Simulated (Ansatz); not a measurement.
Take a crystal in which Ag has been replaced by Mo on all its sites, with the cell rescaled by a rough guess (in some cases also distorted within its space group) and nothing relaxed:

```
Mo
1.0
     1.47153    0.84959    7.19721
    -1.47153    0.84959    7.19721
     0.00000   -1.69917    7.19721
Mo
3
Cartesian
  0.0000 0.0000 0.0000
  0.0000 0.0000 16.7922
  0.0000 0.0000 4.7994
```

Level of theory: Ansatz 0.2.0, DFT PBE, scalar-relativistic, plane waves, PAW.

Plane waves to 420 eV, a k mesh through Γ of 18×18×18 on the computed 3-atom cell and Gaussian smearing (0.10 eV); no spin polarisation.

(1) What pressure does the cell carry?

(2) Is it a metal on this mesh?

Results:

(1) The pressure is -21.9 GPa (positive in compression), so the cell would contract.

(2) Yes, a band crosses the Fermi level.

This form isn't the element's structure at ambient conditions.